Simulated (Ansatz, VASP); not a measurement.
Rb in VASP and in Ansatz

The input INCAR:

```
SYSTEM = Rb
  PREC = Accurate
  ENCUT = 520
  EDIFF = 1E-7
  ISMEAR = -1
  SIGMA = 0.05
  LREAL = .FALSE.
  LASPH = .TRUE.
  NELM = 80
  ALGO = Normal
  ISIF = 2
  LWAVE = .FALSE.
  LCHARG = .FALSE.
  GGA = CA
  NBANDS = 10
```

The input KPOINTS:

```
Automatic mesh
0
G
  7 7 7
  0 0 0
```

File POSCAR:

```
Rb
1.0
   -2.8025000000      2.8025000000      2.8025000000
    2.8025000000     -2.8025000000      2.8025000000
    2.8025000000      2.8025000000     -2.8025000000
Rb
1
Direct
    0.0000000000      0.0000000000      0.0000000000
```

input.yaml

```yaml
crystal:
  lattice:
    - [-2.8025, 2.8025, 2.8025]
    - [2.8025, -2.8025, 2.8025]
    - [2.8025, 2.8025, -2.8025]
  atoms:
    - { symbol: Rb, position: [0.0, 0.0, 0.0] }
kpoints:
  mp_grid: { grid: [7, 7, 7] }
  band_path:
    path:
      - [0.0, 0.0, 0.0]
      - [0.5, -0.5, 0.5]
      - [0.0, 0.0, 0.5]
      - [0.0, 0.0, 0.0]
      - [0.25, 0.25, 0.25]
      - [0.5, -0.5, 0.5]
    npoints: 12
scf:
  occupations: { method: fermi_dirac, width: 0.05 }
hamiltonian:
  xc: lda
  pseudopotentials: { kind: all_electron, lapw: { basis_error: 0.001 } }
output:
  forces: true
  stress: true
  eigenvalues: true
```

Alike in both runs: functional LDA; k mesh 7 × 7 × 7; occupations fermi-dirac, width 0.05 eV; no spin polarisation.

|  | VASP | Ansatz |
| --- | --- | --- |
| version | VASP 6.6.1 | Ansatz 0.2.0 |
| potentials or method | VASP PAW LDA potentials, release 64 (Rb_sv) | all-electron LAPW, scalar-relativistic |
| plane-wave cutoff (eV) | 520 | see its input |
| task | single point | band structure |

```csv
,VASP,Ansatz,Ansatz less VASP
gap on the k mesh at the Fermi level (eV),none,none,-
pressure (GPa),-0.4,-0.4,0.00
```

A gap of «none» marks a metal or a gap that the smearing closes. Ansatz ran all-electron here, so the differences hold the error of VASP's frozen core and of both bases.
